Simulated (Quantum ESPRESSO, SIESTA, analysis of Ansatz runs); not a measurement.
# Al2O3 (R-3c):V_O, a ladder of methods on one cell (SIESTA and Quantum ESPRESSO), part 2 of 5

We place the charge-transition levels of V_O in Al2O3 (R-3c) with atom-centred orbitals, then repeat the energies at other levels of method to see what holds. Model: a cell of 80 host atoms with 1 O taken out.

SIESTA and Quantum ESPRESSO ; SIESTA numerical-orbital DFT, PBEsol, DZP basis, PseudoDojo 0.4.1 potentials converted to PSML; charged supercells in a uniform background, point-charge correction with alignment at far sites.

So far. Step 2 (Band edges): The gap at this level is 5.88 eV.

### 3. Relaxing each charge state

Level of this step: SIESTA numerical-orbital DFT, PBEsol, DZP basis, PseudoDojo 0.4.1 potentials converted to PSML; relaxation of all atoms of a defect supercell at fixed charge in a uniform background (SIESTA).

Each state starts from the atoms near the defect displaced at random, so that no symmetry of the ideal site is imposed. An odd electron count needs spin polarisation, and the total moment is held fixed to keep the state apart from its neighbours in spin. Basis functions without a nucleus stand at the vacant site, for electrons that may collect there. Charge +1 is shown in full.

The input, defect.fdf:

```
SystemName                      Al32O47
SystemLabel                     defect
NumberOfSpecies                 3
NumberOfAtoms                   80
%block ChemicalSpeciesLabel
  1   13 Al
  2    8 O
  3   -8 O_ghost
%endblock ChemicalSpeciesLabel
LatticeConstant                 1.0 Ang
%block LatticeVectors
     4.798502000     2.770416000     8.688724000
    -4.798502000     2.770416000     8.688724000
     0.000000000    -5.540834000     8.688724000
%endblock LatticeVectors
AtomicCoordinatesFormat         Fractional
%block AtomicCoordinatesAndAtomicSpecies
     0.323294677     0.327032571     0.317900306  1
     0.428012582     0.420094001     0.428525616  1
     0.078109012     0.068356448     0.072509196  1
     0.176825355     0.182008892     0.172308174  1
     0.222387963     0.027611968     0.375000011  2
     0.469733149     0.121625699     0.283599613  2
     0.025266030     0.370868503     0.227913432  2
     0.374999996     0.222387994     0.027611953  2
     0.125000004     0.277612006     0.472388047  2
     0.277612037     0.472388032     0.124999989  2
     0.326360522     0.320699960     0.827854447  1
     0.426350742     0.426350742     0.926350768  1
     0.074507040     0.076768201     0.575285475  1
     0.171147848     0.178986222     0.675126800  1
     0.222387963     0.027611968     0.875000011  2
     0.469060278     0.122473647     0.778178864  2
     0.027611998     0.374999995     0.722387949  2
     0.376014044     0.219192024     0.533030641  2
     0.125000004     0.277612006     0.972388047  2
     0.278514937     0.466677108     0.625887992  2
     0.324498596     0.821242453     0.329016993  1
     0.426350742     0.926350742     0.426350768  1
     0.073649258     0.573649258     0.073649232  1
     0.176350772     0.676350772     0.176350708  1
     0.221697712     0.522561437     0.380295697  2
     0.478342407     0.624800671     0.274230082  2
     0.027611998     0.874999995     0.222387949  2
     0.374999996     0.722387994     0.027611953  2
     0.125000004     0.777612006     0.472388047  2
     0.277612037     0.972388032     0.124999989  2
     0.323649228     0.823649228     0.823649292  1
     0.424893122     0.932386806     0.922464531  1
     0.078380017     0.575267424     0.571727221  1
     0.174224698     0.676841643     0.672713882  1
     0.222387963     0.527611968     0.875000011  2
     0.472388002     0.625000005     0.777612051  2
     0.027611998     0.874999995     0.722387949  2
     0.369357239     0.726894352     0.529036946  2
     0.125000004     0.777612006     0.972388047  2
     0.277612037     0.972388032     0.624999989  2
     0.820669672     0.329682079     0.320647484  1
     0.923325670     0.422551176     0.431584840  1
     0.573649258     0.073649258     0.073649232  1
     0.676515870     0.181483099     0.175634155  1
     0.726461560     0.023053345     0.377972138  2
     0.969282818     0.130281416     0.273909463  2
     0.526986584     0.369389162     0.226330526  2
     0.878513362     0.225974350     0.023109743  2
     0.771802911     0.472361941     0.129042963  2
     0.823649228     0.323649228     0.823649292  1
     0.930454974     0.425049462     0.928447482  1
     0.576837020     0.068841796     0.571656513  1
     0.676344953     0.171999907     0.682084776  1
     0.717249232     0.032405559     0.876643451  2
     0.972388002     0.125000005     0.777612051  2
     0.532131851     0.377162743     0.717304584  2
     0.877321476     0.221517656     0.522278009  2
     0.625000004     0.277612006     0.972388047  2
     0.781019312     0.467542690     0.623018306  2
     0.823649228     0.823649228     0.323649292  1
     0.920623068     0.930877109     0.426755038  1
     0.568874437     0.578943726     0.074551935  1
     0.682477180     0.675510613     0.173046390  1
     0.727324092     0.529483035     0.371422238  2
     0.972388002     0.625000005     0.277612051  2
     0.527611998     0.874999995     0.222387949  2
     0.874999996     0.722387994     0.027611953  2
     0.625000004     0.777612006     0.472388047  2
     0.777612037     0.972388032     0.124999989  2
     0.819929827     0.820435385     0.828697398  1
     0.926350742     0.926350742     0.926350768  1
     0.573179716     0.567949713     0.577032733  1
     0.676350772     0.676350772     0.676350708  1
     0.722387963     0.527611968     0.875000011  2
     0.972388002     0.625000005     0.777612051  2
     0.530991910     0.878559319     0.717331997  2
     0.874999996     0.722387994     0.527611953  2
     0.625000004     0.777612006     0.972388047  2
     0.776769118     0.971723227     0.621112205  2
     0.625000004     0.277612006     0.472388047  3
%endblock AtomicCoordinatesAndAtomicSpecies
%block kgrid.MonkhorstPack
    1   0   0  0.25
    0   1   0  0.25
    0   0   1  0.25
%endblock kgrid.MonkhorstPack
XC.Functional                   GGA
XC.Authors                      PBEsol
PAO.BasisSize                   DZP
PAO.EnergyShift                 0.005 Ry
Mesh.Cutoff                     300 Ry
NetCharge                       1.0
Spin                            polarized
%block DM.InitSpin
     2   0.200
    41   0.200
    52   0.200
    53   0.200
    79   0.200
%endblock DM.InitSpin
Spin.Fix                        true
Spin.Total                      1.0
OccupationFunction              FD
ElectronicTemperature           0.01 eV
MaxSCFIterations                150
SCF.MustConverge                true
SCF.Mixer.Method                Pulay
SCF.Mixer.Weight                0.1
SCF.Mixer.History               10
SCF.DM.Tolerance                3.0e-4
SCF.H.Tolerance                 3.0e-3 eV
WriteForces                     true
Charge.Mulliken                 end
SaveRho                         true
SaveElectrostaticPotential      true
Charge.Hirshfeld                end
Charge.Voronoi                  end
MD.TypeOfRun                    Broyden
MD.Steps                        90
MD.MaxForceTol                  0.04 eV/Ang
MD.MaxDispl                     0.15 Ang
WriteCoorStep                   true
AtomCoorFormatOut               Fractional
%block Geometry.Constraints
  atom [80]
%endblock Geometry.Constraints
```

The run is started by

```sh
> OMP_NUM_THREADS=1 siesta defect.fdf > defect.out
```

Output:

```text
Version         : 5.4.2

                           ***********************
                           *  WELCOME TO SIESTA  *
                           ***********************

[...]
reinit: Reading from file defect.fdf

reinit: -----------------------------------------------------------------------
reinit: System Name: Al32O47
reinit: -----------------------------------------------------------------------
reinit: System Label: defect
reinit: -----------------------------------------------------------------------

[...]
initatom: Reading input for the pseudopotentials and atomic orbitals ----------
Species number:   1 Atomic number:   13 Label: Al
Species number:   2 Atomic number:    8 Label: O
Species number:   3 Atomic number:   -8 Label: O_ghost (floating PAOs)

[... pseudopotential checks and orbital generation ...]

prinput: Basis input

PAO.BasisType split

%block ChemicalSpeciesLabel
    1   13 Al                      # Species index, atomic number, species label
    2    8 O                       # Species index, atomic number, species label
    3   -8 O_ghost                 # Species index, atomic number, species label
%endblock ChemicalSpeciesLabel

%block PAO.Basis                 # Define Basis set
# WARNING: This information might be incomplete!
Al                    2                    # Species label, number of l-shells
 n=3   0   2                         # n, l, Nzeta
   6.641      4.635
   1.000      1.000
 n=3   1   2 P   1                   # n, l, Nzeta, Polarization, NzetaPol
   8.738      6.223
   1.000      1.000
O                     2                    # Species label, number of l-shells
 n=2   0   2                         # n, l, Nzeta
   3.812      2.360
   1.000      1.000
 n=2   1   2 P   1                   # n, l, Nzeta, Polarization, NzetaPol
   4.715      2.899
   1.000      1.000
O_ghost               2                    # Species label, number of l-shells
 n=2   0   2                         # n, l, Nzeta
   3.812      2.360
   1.000      1.000
 n=2   1   2 P   1                   # n, l, Nzeta, Polarization, NzetaPol
[...]
%endblock PAO.Basis

prinput: ----------------------------------------------------------------------

coor:   Atomic-coordinates input format  =     Fractional

[...]
siesta: System type = bulk

initatomlists: Number of atoms, orbitals, and projectors:     80  1040  1187

[... echo of the settings ...]

siesta: k-grid: Number of k-points = 1
siesta: k-points from Monkhorst-Pack grid
siesta: k-cutoff (effective) =     4.799 Ang
siesta: k-point supercell and displacements
siesta: k-grid:     1     0     0      0.250
siesta: k-grid:     0     1     0      0.250
siesta: k-grid:     0     0     1      0.250

diag: Algorithm                                     = D&C
diag: Absolute tolerance                            =  0.100E-15
diag: Orthogonalization factor                      =  0.100E-05

superc: Internal auxiliary supercell:     5 x     5 x     5  =     125
superc: Number of atoms, orbitals, and projectors:  10000 130000 148375

siesta: Constraint (1): pos
  [ 80 ]

                     ====================================
                        Begin Broyden opt. move =      0
                     ====================================

[...]
superc: Internal auxiliary supercell:     5 x     5 x     5  =     125
superc: Number of atoms, orbitals, and projectors:  10000 130000 148375

outcell: Unit cell vectors (Ang):
        4.798502    2.770416    8.688724
       -4.798502    2.770416    8.688724
        0.000000   -5.540834    8.688724

outcell: Cell vector modules (Ang)   :   10.305084   10.305084   10.305084
outcell: Cell angles (23,13,12) (deg):     55.5038     55.5038     55.5038
outcell: Cell volume (Ang**3)        :    693.0396
[...]
Initializing Density Matrix...

[...]
DM filled with atomic data (user-defined):
Note: For starting DM, Qtot, Tr[D*S] =        377.00000000        378.00000000

InitMesh: MESH = 96 x 96 x 96 = 884736
InitMesh: Mesh cutoff (required, used) =   300.000   337.390 Ry

[...]
iscf     Eharris(eV)        E_KS(eV)     FreeEng(eV)     dDmax     Ef_up Ef_dn(eV) dHmax(eV)
   scf:    1   -22864.889751   -23156.677428   -23156.677428  0.757010 -5.683437-10.598234  8.932649
[...]
scf:    2   -22614.741496   -23028.717235   -23028.722979  0.266972 -5.439066 -5.744969 26.069144
[...]
scf:    3   -23256.329005   -23213.654934   -23213.654934  0.208727 -7.246263 -9.056968  2.334037
[...]
scf:    4   -23215.396659   -23215.001876   -23215.001876  0.015581 -7.377276 -8.725833  0.807815
[...]
scf:    5   -23215.047556   -23215.038924   -23215.038924  0.016260 -7.491583 -8.686345  0.472265
[...]
scf:    6   -23215.048841   -23215.044663   -23215.044663  0.000657 -7.483765 -8.678474  0.412471
[...]
scf:    7   -23215.056823   -23215.051746   -23215.051746  0.007609 -7.694113 -8.583216  0.212235
[...]
scf:    8   -23215.052267   -23215.052105   -23215.052105  0.000676 -7.690628 -8.579335  0.109221
[...]
scf:    9   -23215.052111   -23215.052145   -23215.052145  0.000214 -7.691021 -8.579665  0.068184
[...]
scf:   10   -23215.052243   -23215.052213   -23215.052213  0.000360 -7.691323 -8.579823  0.013481
[...]
scf:    1   -23216.596742   -23216.621690   -23216.621690  0.085570 -6.413722 -8.828920  0.043703
[...]
scf:    2   -23216.620617   -23216.621446   -23216.621446  0.000661 -6.414605 -8.829928  0.062192
[...]
scf:    3   -23216.621944   -23216.621818   -23216.621818  0.000422 -6.414024 -8.829264  0.007121
[...]
scf:    4   -23216.621826   -23216.621823   -23216.621823  0.000049 -6.414030 -8.829263  0.001995
     spin moment: {S} , |S| = {        0.0        0.0    1.00000 }     1.00000

SCF Convergence by DM+H criterion
[...]
SCF cycle converged after 4 iterations

[...]
siesta: E_KS(eV) =           -23216.6218

siesta: Atomic forces (eV/Ang):
     1   -0.014158   -0.005434   -0.003955
     2   -0.035840    0.017631   -0.016594
     3    0.003680    0.009386    0.007874
     4    0.012678    0.020457    0.013499
     5   -0.000186    0.005350    0.010497
     6   -0.019253   -0.010792   -0.006530
     7    0.027904   -0.001751    0.028851
     8    0.025852    0.019413   -0.024085
     9    0.006479   -0.005026    0.002829
    10   -0.001722    0.003695   -0.012939
[...]
76    0.009363    0.000650    0.015738
    77   -0.032116   -0.016406    0.007979
    78    0.013902    0.016176   -0.007933
    79   -0.010316   -0.009408    0.031317
    80    0.003102   -0.004891    0.000174
   Tot   -0.003320   -0.000094    0.007186
   Max    0.039695
   Res    0.013270    sqrt( Sum f_i^2 / 3N )
   Max    0.039695    constrained

Stress tensor Voigt[x,y,z,yz,xz,xy] (kbar):      -12.07      -14.48       -2.88       -0.51       -0.73        1.94
[...]
outcoor: Relaxed atomic coordinates (fractional):
    0.32320894    0.32237054    0.32240885   1       1  Al
    0.41786481    0.43174794    0.42374366   1       2  Al
    0.07353802    0.07385553    0.07295612   1       3  Al
    0.17887758    0.17554743    0.17499022   1       4  Al
    0.22198078    0.02794917    0.37496467   2       5  O
    0.47278911    0.12447066    0.27842058   2       6  O
    0.02967126    0.37442328    0.22229879   2       7  O
    0.37676354    0.22218752    0.02591108   2       8  O
    0.12495573    0.27687217    0.47292307   2       9  O
    0.27811194    0.47227716    0.12499426   2      10  O
    0.32344512    0.32473253    0.82267489   1      11  Al
    0.42648251    0.42631892    0.92695956   1      12  Al
    0.07385921    0.07297242    0.57352012   1      13  Al
    0.17569978    0.17635481    0.67709777   1      14  Al
    0.22381615    0.02799323    0.87430035   2      15  O
    0.47640229    0.12838584    0.76959925   2      16  O
    0.02790755    0.37512105    0.72194702   2      17  O
    0.37825086    0.22225967    0.52703494   2      18  O
[...]
0.32323283    0.82381199    0.32440249   1      21  Al
    0.42625690    0.92570118    0.42726320   1      22  Al
[...]
0.67575651    0.67761845    0.17616120   1      63  Al
[...]
0.82425399    0.82202212    0.82431431   1      70  Al
    0.92647385    0.92605639    0.92757976   1      71  Al
    0.57304763    0.57382945    0.57342321   1      72  Al
    0.67717287    0.67351357    0.67691638   1      73  Al
[...]
0.97244534    0.62517656    0.77701824   2      75  O
    0.52709190    0.87029643    0.72583381   2      76  O
    0.87358885    0.72397346    0.52775654   2      77  O
    0.62454377    0.77853315    0.97207783   2      78  O
    0.77382380    0.97967496    0.62152623   2      79  O
    0.62500000    0.27761201    0.47238805   3      80  O_ghost

[...]
siesta: Final energy (eV):
siesta:  Band Struct. =   -5772.650124
siesta:       Kinetic =   15301.410101
siesta:       Hartree =    5864.039862
[...]
siesta:         Exch. =   -5826.090179
siesta:         Corr. =    -520.764708
[...]
siesta:   Exch.-corr. =   -6346.854887
siesta:  Ion-electron =  -25740.262890
siesta:       Ion-ion =  -12294.954008
[...]
siesta:         Total =  -23216.621823
siesta:      Fermi_up =      -6.414030
siesta:      Fermi_dn =      -8.829263

siesta: Stress tensor (static) (eV/Ang**3):
siesta:    -0.007531    0.001209   -0.000454
siesta:     0.001209   -0.009039   -0.000315
siesta:    -0.000454   -0.000315   -0.001795

siesta: Cell volume =        693.039557 Ang**3

siesta: Pressure (static):
siesta:                Solid            Molecule  Units
siesta:           0.00006668          0.00006635  Ry/Bohr**3
siesta:           0.00612201          0.00609153  eV/Ang**3
siesta:           9.80853478          9.75971368  kBar

[...]
mulliken: Qtot =      189.000

[...]
mulliken: Qtot =      188.000

Mulliken Atomic Populations:
Atom #   charge [q] valence [e]      Sz [e]  Species
     1     0.642424    2.357576    0.003452  Al
     2     0.551704    2.448296    0.248646  Al
     3     0.652639    2.347361    0.000916  Al
     4     0.659494    2.340506    0.002346  Al
     5    -0.412038    6.412038    0.000303  O
     6    -0.410745    6.410745    0.000195  O
     7    -0.404998    6.404998   -0.000318  O
     8    -0.415787    6.415787    0.000256  O
     9    -0.410849    6.410849    0.002530  O
    10    -0.410424    6.410424    0.000618  O
    11     0.641212    2.358788    0.009579  Al
    12     0.647632    2.352368    0.004463  Al
    13     0.658040    2.341960    0.005534  Al
    14     0.659055    2.340945    0.005465  Al
    15    -0.416246    6.416246    0.000394  O
    16    -0.429542    6.429542    0.015921  O
    17    -0.411727    6.411727    0.000299  O
    18    -0.410173    6.410173    0.018248  O
[...]
21     0.641955    2.358045    0.005403  Al
    22     0.649472    2.350528    0.000119  Al
[...]
63     0.653955    2.346045   -0.000166  Al
[...]
70     0.667595    2.332405    0.011230  Al
    71     0.648724    2.351276    0.000263  Al
    72     0.630807    2.369193    0.001617  Al
    73     0.638535    2.361465    0.000080  Al
[...]
75    -0.411328    6.411328   -0.000426  O
    76    -0.398944    6.398944   -0.000007  O
    77    -0.415812    6.415812    0.000249  O
    78    -0.412795    6.412795   -0.000191  O
    79    -0.429150    6.429150    0.015685  O
    80     6.006703   -0.006703    0.068310  O_ghost
 Total     7.000000                1.000000

[...]
Job completed
```

Run time: 1.9 h. Hardware: 1 MPI rank of Arm Neoverse V1, shared host; peak memory 2.3 GiB.

The steps and moves of this run count from the displaced start.

Relaxation path:

```
step  energy less that of the first step (eV)  largest force (eV/Å)
   0                                   0.0000                2.6219
   1                                  -1.1461                1.0157
   2                                  -1.4166                0.5787
   3                                  -1.5207                0.2296
   4                                  -1.5519                0.1290
   5                                  -1.5641                0.0779
   6                                  -1.5696                0.0478
```

The atoms that moved most (Å):

```
atom      dx      dy      dz  length
 Al2  -0.105   0.031  -0.028   0.113
Al41   0.070   0.043   0.048   0.095
 O16   0.007   0.084   0.041   0.094
 O76   0.021  -0.081  -0.032   0.089
Al52   0.000  -0.073  -0.041   0.084
 O64  -0.009  -0.050  -0.052   0.073
 O79  -0.052   0.012   0.047   0.071
 O45  -0.067   0.019   0.008   0.070
```

The atoms nearest to the centre after the run:

```
atom  distance (Å)
 Al2         1.949
Al41         1.954
Al53         2.084
Al52         2.090
 O16         2.472
 O79         2.476
 O57         2.595
 O18         2.601
```

Energies on the run's own zero. States near gap, by row:

```
spin  k  band  energy (eV)  filled by count
  up  0   185       -9.227                1
  up  0   186        -9.21                1
  up  0   187       -9.079                1
  up  0   188       -9.074                1
  up  0   189       -6.742                1
  up  0   190       -2.711                0
  up  0   191       -2.282                0
  up  0   192       -1.852                0
  up  0   193        -1.49                0
down  0   184        -9.25                1
down  0   185       -9.223                1
down  0   186       -9.205                1
down  0   187       -9.074                1
down  0   188       -9.069                1
down  0   189       -5.389                0
down  0   190        -2.58                0
down  0   191       -1.615                0
down  0   192       -1.269                0
```

Spin density in the ac plane at fractional y = 0.278, through the centre, with atoms of Al and O within 0.45 Å of it.

Ten even steps from '0' (0.00 e/Å³) to '9' (0.10 e/Å³), each cell a mean:
```
00000000000000000000000000000
00000000000000000000000000000
00000000000000000000000000000
00000000000000000000000000000
00000000000000000000000000000
00000000000000000000000000000
00000000000000000000000000000
00000000000000000000000000000
00000000000000011100000000000
00000000000001233331000000000
00000000001001356664200000000
00000000001201368887420020000
00000000000100258999852011000
00000000000000025789985100000
00000000000000002356886300000
00000000000000000023455300000
00000000000000000000122200000
00000000000000000000000000000
00000000000000000000000000000
00000000000000000000000000000
00000000000000000000000000000
00000000000000000000000000000
00000000000000000000000000000
00000000000000000000000000000
```
Columns run along a (10.3 Å), rows up along c (10.3 Å). Atoms in or near the plane, at fractional coordinates: Al at (0.32, 0.32), O at (0.38, 0.03), O at (0.12, 0.47), Al at (0.32, 0.82), O at (0.38, 0.53), O at (0.13, 0.97), Al at (0.83, 0.32), O at (0.88, 0.03), Al at (0.82, 0.82), O at (0.87, 0.53), O at (0.62, 0.97).

[end of part 2 of 5]

[Logs are printed without paths, hosts, clocks, repeated set-up lines and the standing remarks that a program may print on its own settings, such as how far it seeks lower states.]

[Hosts, paths, dates, database ids (printed as entryN), source tags and the programs' standing remarks are cut or masked in the printed files.]

[For some hosts the program warned that the k-mesh of the response run may be too coarse for force constants and the static dielectric constant; such warnings are not shown here.]

[Charge tables in the logs are Mulliken or Hirshfeld populations, whose sizes and signs can differ; where basis functions stand at a vacancy, SIESTA counts their charge against the missing atom's valence.]

[In relaxation paths of CP2K, step 0 can be the structure after the first move, since the trajectory file begins there, and the last row can be the final structure solved once more.]
